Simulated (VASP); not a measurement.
# C (P6/mmm) in VASP: further runs

The runs below take C through single point, with vdW-DF2, optB88-vdW.

All numbers are computed with VASP 6.6.1; they aren't measurements. Logs are shortened: lines on timing, memory, paths and dates and some standing lists are left out, and cuts for length are marked.

## Step 1: The structure

It takes space group P6/mmm (No. 191, hexagonal). The conventional cell has a = 2.461 Å, b = 2.461 Å, c = 3.354 Å, α = 90.00°, β = 90.00°, γ = 120.00°. C (site symmetry -6m2) is surrounded by 3 C at 1.42 Å.

The cell was built by a generator and needn't be a form met in nature.

## Step 2: Single point, vdW-DF2

INCAR reads:

```
  PREC = Accurate
  ENCUT = 520
  EDIFF = 1E-6
  ISMEAR = -1
  SIGMA = 0.05
  LREAL = False
  LASPH = True
  NELM = 100
  ALGO = Normal
  ISIF = 2
  LWAVE = False
  LCHARG = False
  GGA = ML
  LUSE_VDW = True
  AGGAC = 0.0
  ZAB_VDW = -1.8867
```

KPOINTS reads:

```
regular mesh
0
Gamma
  16 16 4
```

POSCAR reads:

```
C
1.0
    2.4610000000      0.0000000000      0.0000000000
   -1.2305000000      2.1312885187      0.0000000000
    0.0000000000      0.0000000000      6.7080000000
C
4
Direct
    0.0000000000      0.0000000000      0.2500000000
    0.3333333333      0.6666666667      0.2500000000
    0.0000000000      0.0000000000      0.7500000000
    0.3333333333      0.6666666667      0.7500000000
```

Potentials or basis: VASP PAW PBE potentials, release 64 (C).

Command:

```bash
> cat potpaw_PBE.64/C/POTCAR > POTCAR
> mpirun -np 1 vasp_std > vasp.out
```

OUTCAR:

```text
PREC = Accurate
   ENCUT = 520
   EDIFF = 1E-6
   ISMEAR = -1
   LREAL = False
   LASPH = True
   NELM = 100
   ISIF = 2
   GGA = ML

 ion  position               nearest neighbor table
   1  0.000  0.000  0.250-   2 1.42   2 1.42   2 1.42
   2  0.333  0.667  0.250-   1 1.42   1 1.42   1 1.42
   3  0.000  0.000  0.750-   4 1.42   4 1.42   4 1.42
   4  0.333  0.667  0.750-   3 1.42   3 1.42   3 1.42

  LATTYP: Found a hexagonal cell.
 ALAT       =     2.4610000000
 C/A-ratio  =     2.7257212515

  Lattice vectors:

 A1 = (   2.4610000000,   0.0000000000,   0.0000000000)
 A2 = (  -1.2305000000,   2.1312885187,   0.0000000000)
 A3 = (   0.0000000000,   0.0000000000,   6.7080000000)

Analysis of symmetry for initial positions (statically):
=====================================================================
 Subroutine PRICEL returns following result:

  LATTYP: Found a hexagonal cell.
 ALAT       =     2.4610000000
 C/A-ratio  =     1.3628606258

  Lattice vectors:

 A1 = (   2.4610000000,   0.0000000000,   0.0000000000)
 A2 = (  -1.2305000000,   2.1312885187,   0.0000000000)
 A3 = (   0.0000000000,   0.0000000000,   3.3540000000)

   2 primitive cells build up your supercell.

 Routine SETGRP: Setting up the symmetry group for a
 hexagonal supercell.

 Subroutine GETGRP returns: Found 24 space group operations
 (whereof 12 operations were pure point group operations)
 out of a pool of 24 trial point group operations.

The static configuration has the point symmetry D_3h.
 The point group associated with its full space group is D_6h.

Analysis of symmetry for dynamics (positions and initial velocities):
=====================================================================
 Subroutine PRICEL returns following result:

  LATTYP: Found a hexagonal cell.
 ALAT       =     2.4610000000
 C/A-ratio  =     1.3628606258

  Lattice vectors:

 A1 = (   2.4610000000,   0.0000000000,   0.0000000000)
 A2 = (  -1.2305000000,   2.1312885187,   0.0000000000)
 A3 = (   0.0000000000,   0.0000000000,   3.3540000000)

   2 primitive cells build up your supercell.

 Routine SETGRP: Setting up the symmetry group for a
 hexagonal supercell.

 Subroutine GETGRP returns: Found 24 space group operations
 (whereof 12 operations were pure point group operations)
 out of a pool of 24 trial point group operations.

The dynamic configuration has the point symmetry D_3h.
 The point group associated with its full space group is D_6h.

 Subroutine INISYM returns: Found 24 space group operations
 (whereof 12 operations are pure point group operations),
 and found     2 'primitive' translations

----------------------------------------------------------------------------------------

                                     Primitive cell

  volume of cell :      17.5921

  direct lattice vectors                    reciprocal lattice vectors
     2.461000000  0.000000000  0.000000000     0.406338887  0.234599866  0.000000000
    -1.230500000  2.131288519  0.000000000     0.000000000  0.469199731  0.000000000
     0.000000000  0.000000000  3.354000000     0.000000000  0.000000000  0.298151461

  length of vectors
     2.461000000  2.461000000  3.354000000     0.469199731  0.469199731  0.298151461

  position of ions in fractional coordinates (direct lattice)
     0.000000000  0.000000000  0.500000000
     0.333333333  0.666666667  0.500000000

  ion indices of the primitive-cell ions
   primitive index   ion index
                 1           1
                 2           2

----------------------------------------------------------------------------------------

 KPOINTS: regular mesh

Automatic generation of k-mesh.
 Grid dimensions read from file:
 generate k-points for:   16   16    4

 Generating k-lattice:

  Cartesian coordinates                     Fractional coordinates (reciprocal lattice)
     0.025396180  0.014662492  0.000000000     0.062500000  0.000000000  0.000000000
     0.000000000  0.029324983  0.000000000     0.000000000  0.062500000  0.000000000
     0.000000000  0.000000000  0.037268933     0.000000000  0.000000000  0.250000000

  Length of vectors
     0.029324983  0.029324983  0.037268933

  Shift w.r.t. Gamma in fractional coordinates (k-lattice)
     0.000000000  0.000000000  0.000000000

 Subroutine IBZKPT returns following result:
 ===========================================

 Found     90 irreducible k-points:

 Following reciprocal coordinates:
            Coordinates               Weight
  0.000000  0.000000  0.000000      1.000000
  0.062500  0.000000  0.000000      6.000000
  0.125000  0.000000  0.000000      6.000000
  0.187500 -0.000000  0.000000      6.000000
  0.250000  0.000000  0.000000      6.000000
  0.312500  0.000000  0.000000      6.000000
[... 16 lines left out ...]
  0.187500  0.187500  0.000000      6.000000
  0.250000  0.187500  0.000000     12.000000
 [... further k-points ...]
   k-points           NKPTS =     90   k-points in BZ     NKDIM =     90   number of bands    NBANDS=     12
   number of dos      NEDOS =    301   number of ions     NIONS =      4
   total plane-waves  NPLWV =  16200
   dimension x,y,z NGX =    18 NGY =   18 NGZ =   50
   dimension x,y,z NGXF=    36 NGYF=   36 NGZF=  100
   ions per type =               4
   NGX,Y,Z   is equivalent  to a cutoff of  12.16, 12.16, 12.39 a.u.
   NGXF,Y,Z  is equivalent  to a cutoff of  24.32, 24.32, 24.78 a.u.
 SYSTEM =  unknown system
   PREC   = accura    normal or accurate (medium, high low for compatibility)
   ISTART =      0    job   : 0-new  1-cont  2-samecut
   ICHARG =      2    charge: 1-file 2-atom 10-const
   ISPIN  =      1    spin polarized calculation?
   LNONCOLLINEAR =      F non collinear calculations
   LSORBIT =      F    spin-orbit coupling
   LASPH  =      T    aspherical Exc in radial PAW
   ENCUT  =  520.0 eV  38.22 Ry    6.18 a.u.   4.58  4.58 12.47*2*pi/ulx,y,z
   NELM   =    100;   NELMIN=  2; NELMDL= -5     # of ELM steps
   EDIFF  = 0.1E-05   stopping-criterion for ELM
   LREAL  =      F    real-space projection
   EDIFFG = 0.1E-04   stopping-criterion for IOM
   NSW    =      0    number of steps for IOM
   IBRION =     -1    ionic relax: 0-MD 1-quasi-New 2-CG
   NFREE  =      0    steps in history (QN), initial steepest desc. (CG)
   ISIF   =      2    stress and relaxation
   ISYM   =      2    0-nonsym 1-usesym 2-fastsym
   POTIM  = 0.5000    time-step for ionic-motion
   TEBEG  =    0.0;   TEEND  =   0.0 temperature during run
   PSTRESS=    0.0 pullay stress
   NELECT =      16.0000    total number of electrons
   NUPDOWN=      -1.0000    fix difference up-down
   EMIN   =  10.00;   EMAX   =-10.00  energy-range for DOS
   EFERMI =   0.00;   METHOD = LEGACY
   ISMEAR =    -1;   SIGMA  =   0.05  broadening in eV -4-tet -1-fermi 0-gaus
   EFERMI_NEDOS =   21; number of points for ismear=-14 and -15
   IALGO  =     38    algorithm
   IMIX   =      4    mixing-type and parameters
     AMIX     =   0.40;   BMIX     =  1.00
     AMIX_MAG =   1.60;   BMIX_MAG =  1.00
  volume/ion in A,a.u.               =       8.80        59.36
  Fermi-wavevector in a.u.,A,eV,Ry     =   1.258923  2.379020 21.563700  1.584887
  Thomas-Fermi vector in A             =   2.392508
   LORBIT       =      0    0 simple, 1 ext, 2 COOP (PROOUT), +10 PAW based schemes
   GGA     = ML    functional components
   LHFCALC =     F    Hartree Fock is set to
   AEXX    =    0.0000 exact exchange contribution
   IVDW_NL    =     1    kernel type
   BPARAM     = 6.3000
   IVDW    =     0    specifies the selected vdW correction
   LEPSILON=     F    determine dielectric tensor
   LRPA    =     F    only Hartree local field effects (RPA)
 non-spin polarized calculation
  energy-cutoff  :      520.00
  volume of cell :       35.18
 maximum number of plane-waves:       979
   NGX =  9   NGY =  9   NGZ = 25

 number of electron      15.9999994 magnetization

 Free energy of the ion-electron system (eV)
  ---------------------------------------------------
  ext. energy  EPLUGINS =         0.00000000
  ---------------------------------------------------
  free energy    TOTEN  =       -30.39826720 eV

  energy without entropy =      -30.39707215  energy(sigma->0) =      -30.39766967

 E-fermi :   4.6780     XC(G=0): -10.3467

 val. band max:        4.6148052776   @ k =   0.3125   0.3125   0.0000
 cond. band min:       4.7723360496   @ k =   0.3125   0.3125   0.0000
 fundamental gap:      0.1575307720
 Fermi energy:         4.6780038675

 k-point     1 :       0.0000    0.0000    0.0000
  band No.  band energies     occupation
      1     -14.8986      2.00000
      2     -14.5872      2.00000
      3      -3.8819      2.00000
      4      -1.8387      2.00000
      5       1.4182      2.00000
      6       1.4182      2.00000
      7       1.4538      2.00000
      8       1.4538      2.00000
      9       8.6208      0.00000
     10      13.0635      0.00000
     11      13.0804      0.00000
     12      13.1684      0.00000

 k-point     2 :       0.0625    0.0000    0.0000
  band No.  band energies     occupation
      1     -14.8061      2.00000
      2     -14.4966      2.00000
      3      -3.7691      2.00000
      4      -1.7328      2.00000
      5       1.0560      2.00000
      6       1.0983      2.00000
      7       1.2300      2.00000
      8       1.2673      2.00000
      9       8.7337      0.00000
     10      13.1161      0.00000
     11      13.2296      0.00000
     12      13.4526      0.00000
[... 301 lines left out ...]
 k-point    23 :       0.1875    0.1875    0.0000
  band No.  band energies     occupation
      1     -12.4450      2.00000
      2     -12.1788      2.00000
      3      -3.9545      2.00000
      4      -3.8348      2.00000
      5      -2.4771      2.00000
      6      -2.3898      2.00000
      7      -0.9343      2.00000
      8       0.8967      2.00000
      9       9.5537      0.00000
     10      10.5963      0.00000
     11      11.6696      0.00000
     12      15.1542      0.00000

 k-point    24 :       0.2500    0.1875    0.0000
  band No.  band energies     occupation
      1     -11.5650      2.00000
      2     -11.3144      2.00000
      3      -5.1600      2.00000
      4      -5.0208      2.00000
      5      -3.2706      2.00000
      6      -3.1726      2.00000
      7       0.0850      2.00000
      8       1.8248      2.00000
      9       8.0957      0.00000
     10       9.2627      0.00000
     11      12.7690      0.00000
     12      15.3145      0.00000

 [... further k-points ...]

------------------------ aborting loop because EDIFF is reached ----------------------------------------

  FORCE on cell =-STRESS in cart. coord.  units (eV):
  Direction    XX          YY          ZZ          XY          YZ          ZX
  --------------------------------------------------------------------------------------
  -------------------------------------------------------------------------------------
  Total        1.5478340      1.5478340      1.0344666      0.0000000     -0.0000000      0.0000000
  in kB       70.4835970     70.4835970     47.1064243      0.0000000     -0.0000000      0.0000000
  external PRESSURE =      62.6912061 kB  Pullay stress =       0.0000000 kB

 VOLUME and BASIS-vectors are now :
 -----------------------------------------------------------------------------
  energy-cutoff  :      520.00
  volume of cell :       35.18
      direct lattice vectors                 reciprocal lattice vectors
     2.461000000  0.000000000  0.000000000     0.406338887  0.234599866  0.000000000
    -1.230500000  2.131288519  0.000000000     0.000000000  0.469199731  0.000000000
     0.000000000  0.000000000  6.708000000     0.000000000  0.000000000  0.149075730

 POSITION                                       TOTAL-FORCE (eV/Angst)
 -----------------------------------------------------------------------------------
      0.00000      0.00000      1.67700        -0.000000     -0.000000     -0.000000
     -0.00000      1.42086      1.67700         0.000000      0.000000      0.000000
      0.00000      0.00000      5.03100        -0.000000     -0.000000      0.000000
     -0.00000      1.42086      5.03100         0.000000      0.000000      0.000000
 -----------------------------------------------------------------------------------
    total drift:                                0.000000     -0.000000     -0.000000

  FREE ENERGIE OF THE ION-ELECTRON SYSTEM (eV)
  ---------------------------------------------------
  free  energy   TOTEN  =       -30.3982671985 eV

  energy  without entropy=      -30.3970721478  energy(sigma->0) =      -30.39766967

Total vdW correction in eV:      2.1675246
```

It took 28 s on 1 thread of Intel Xeon Platinum 8559C (Emerald Rapids), shared host; peak memory 0.29 GiB.

Results:

| Item | Value |
| --- | --- |
| Free energy | -30.3983 eV |
| Pressure | 6.3 GPa |
| Band gap on the k mesh | 0.16 eV |

Caveat: the PAW data sets were made with another functional, which shifts forces and pressure a little.

## Step 3: Single point, optB88-vdW

INCAR, as its differences from that of step 2:

```diff
@@ -12,5 +12,6 @@
   LCHARG = False
-  GGA = ML
+  GGA = BO
   LUSE_VDW = True
   AGGAC = 0.0
-  ZAB_VDW = -1.8867
+  PARAM1 = 0.1833333333
+  PARAM2 = 0.22
```

KPOINTS is that of step 2.

POSCAR is that of step 2.

Potentials or basis: VASP PAW PBE potentials, release 64 (C).

Command:

```bash
> cat potpaw_PBE.64/C/POTCAR > POTCAR
> mpirun -np 1 vasp_std > vasp.out
```

It took 34 s on 1 thread of Intel Xeon Platinum 8559C (Emerald Rapids), shared host; peak memory 0.29 GiB.

It converged, with:

```
Free energy            : -32.0574 eV
Pressure               : 2.3 GPa
Band gap on the k mesh : 0.16 eV
```

Stress tensor (GPa, compression positive):
```
2.11 0.00 0.00
0.00 2.11 0.00
0.00 0.00 2.60
```

Levels at points of the mesh, in eV from the valence-band top:
```tsv
k point	band 4	band 5	band 6	band 7	band 8	band 9	band 10	band 11	band 12
(0.00, 0.00, 0.00)	-6.52	-3.10	-3.10	-3.07	-3.07	4.07	8.39	8.41	8.50
(0.50, 0.00, 0.00)	-13.08	-6.45	-6.40	-3.04	-1.55	0.85	2.68	7.38	7.79
(0.00, 0.00, 0.50)	-7.64	-3.08	-3.08	-3.08	-3.08	6.75	6.75	8.45	8.45
(0.50, 0.00, 0.50)	-13.17	-6.43	-6.43	-2.35	-2.35	1.66	1.66	7.58	7.58
```

Caveat: the PAW data sets were made with another functional, which shifts forces and pressure a little. A k mesh can miss the band edges.
